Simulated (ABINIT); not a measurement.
**C: equation of state with HCTH407**

**The experiment to reproduce.**

From “Equation of state of cubic boron nitride at high pressures and temperatures”, 2007, arxiv:cond-mat/0702656, for a bulk crystal of C: bulk modulus 442 ± 5 GPa.

The system is C.

```
C
1.0
     0.00000    1.78337    1.78337
     1.78337    0.00000    1.78337
     1.78337    1.78337    0.00000
C
2
Direct
  0.75000 0.75000 0.75000
  0.50000 0.50000 0.50000
```

This isn't the form of C at room conditions, which is graphite.

```json
{"Program": "ABINIT 10.8.3 (patched build)", "Task": "equation of state", "Functional": "HCTH407", "Potentials or basis": "PseudoDojo NC SR PBE v0.4.1 standard", "Cutoff": "1116 eV", "k mesh": "13 × 13 × 13", "Occupations": "fermi-dirac, width 0.05 eV", "Spin": "no spin polarisation"}
```

The equilibrium volume is 5.50 Å³/atom. The bulk modulus is 453 GPa and the pressure derivative of the bulk modulus is 3.7.

Energy against volume, from the lowest point:
| volume (Å³/atom) | energy (meV/atom) |
| --- | --- |
| 5.332 | 6.74 |
| 5.445 | 0.00 |
| 5.558 | 0.19 |
| 5.672 | 6.68 |
| 5.785 | 18.89 |
| 5.899 | 36.28 |
| 6.012 | 58.38 |

It took 67 s on 1 thread of Arm Neoverse V2 (shared host), peak memory 0.1 GiB.

A measured bulk modulus of C is 442 GPa (quoted in “Equation of state of cubic boron nitride at high pressures and temperatures”, 2007, arxiv:cond-mat/0702656); the calculated 453 GPa misses it by +2.6 %. 3 values of this kind are on record (442 to 444.8 GPa); this one was drawn at random among those near their median, those with a stated uncertainty first. The fit is for a static lattice scaled at fixed shape and fixed fractional positions.

Caveat: pressures at fixed basis lie under the slope of the energies; the potentials were made for another functional, which shifts forces and pressure.
